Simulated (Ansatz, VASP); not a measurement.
## One calculation of Al, two programs

```xyz
1
Lattice="0.0000 2.0250 2.0250 2.0250 0.0000 2.0250 2.0250 2.0250 0.0000" Properties=species:S:1:pos:R:3 pbc="T T T"
Al    0.0000    0.0000    0.0000
```

Alike in both runs: task relaxation of cell and atoms; functional PBEsol; k mesh 40 × 40 × 40; occupations methfessel-paxton of order 1, width 0.4 eV; no spin polarisation.

```csv
,VASP,Ansatz
version,VASP 6.6.1,Ansatz 0.2.0
potentials or method,"VASP PAW PBE potentials, release 64 (Al)","scalar-relativistic, plane waves, PAW"
plane-wave cutoff (eV),600,420
valence electrons in the cell,3,3
```

Ansatz gave:

| Property | Result |
| --- | --- |
| gap on the k mesh at the Fermi level, each at its own relaxed structure (eV) | none |
| relaxed volume (Å³/atom) | 16.18 |
| relaxed cell length with the largest relative difference (Å) | 2.839 |
| energy change over the relaxation (meV/atom) | -3 |

What did VASP give for the same quantities?

gap on the k mesh at the Fermi level, each at its own relaxed structure (eV): none; relaxed volume (Å³/atom): 16.19; relaxed cell length with the largest relative difference (Å): 2.839; energy change over the relaxation (meV/atom): -3.

A gap of «none» marks a metal or a gap that the smearing closes.

Caveats: the PAW data sets were made with another functional, which shifts forces and pressure a little (VASP).
